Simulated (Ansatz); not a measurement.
## Notes on TiPbO₃

```
Pb Ti O
1.0
     3.87170    0.00000    0.00000
     0.00000    3.87170    0.00000
     0.00000    0.00000    8.16425
Pb Ti O
2 2 6
Direct
  0.00000 0.00000 0.00000
  0.00000 0.00000 0.50000
  0.50000 0.50000 0.26735
  0.50000 0.50000 0.76735
  0.50000 0.50000 0.05100
  0.50000 0.50000 0.55100
  0.50000 0.00000 0.30250
  0.50000 0.00000 0.80250
  0.00000 0.50000 0.30250
  0.00000 0.50000 0.80250
```

Single point in Ansatz 0.2.0 with PBE, with U_eff = 6.91 eV on Ti d (all-electron-ortho-atomic projectors), no spin polarisation. Cutoff 420 eV, PAW datasets, 7×7×3 Γ-centred k mesh, fermi-dirac filling (width 0.017 eV).

What is the character of the valence top and the conduction bottom?

Within 0.7 eV of the edges, the states project mainly on O p (78 %) and Pb s (15 %) below the gap and on Ti d (77 %) above it.

What is the band gap?

The gap is 2.70 eV, indirect (the least direct gap found is 2.94 eV).

Is the cell too large or too small?

The pressure is 12.9 GPa (compression positive), so with the atoms held at these fractions the cell would first expand; the forces are large, so a full relaxation may end otherwise. The principal stresses 12.5, 12.5, 13.7 GPa differ, so its shape would change too.

Give the Bader charges.

Bader charges in e: Ti +2.44, Pb +1.36, O -1.28 to -1.23. In the mean Ti gives up most and O takes most.

Origin: a database entry at a rescaled volume. Caveats: no spin-orbit coupling, which can shift this gap by tenths of an eV; atoms or cell far from equilibrium; the mesh misses a band edge that the path finds.
